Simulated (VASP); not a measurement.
Here is a VASP 6.6.1 calculation.

Contents of INCAR:

```
  ALGO = Normal
  EDIFF = 1E-6
  ENCUT = 520
  GGA = PE
  ISIF = 2
  ISMEAR = 0
  LASPH = True
  LCHARG = True
  LELF = True
  LREAL = False
  LVHAR = True
  LWAVE = False
  NBANDS = 11
  NELM = 100
  PREC = Accurate
  SIGMA = 0.01
```

File KPOINTS:

```
k-points
0
Gamma
  8 8 8
```

POSCAR

```
BeTe
1.0
    0.0000000000      2.8318743950      2.8318743950
    2.8318743950      0.0000000000      2.8318743950
    2.8318743950      2.8318743950      0.0000000000
Be Te
1 1
Direct
    0.0000000000      0.0000000000      0.0000000000
    0.2500000000      0.2500000000      0.2500000000
```

Potentials or basis: VASP PAW PBE potentials, release 64 (Be, Te).

Run with:

```console
$ cat potpaw_PBE.64/Be/POTCAR potpaw_PBE.64/Te/POTCAR > POTCAR
$ mpirun -np 1 vasp_std > vasp.out
```

Task: What does it give for the pressure?

Result: 0.1 GPa.

Task: What does it give for the band gap on the k mesh?

Result: 2.01 eV, indirect (least direct gap 3.62 eV).

Caveat: spin-orbit coupling is left out, which moves the levels of the heavy elements. A k mesh can miss the band edges.
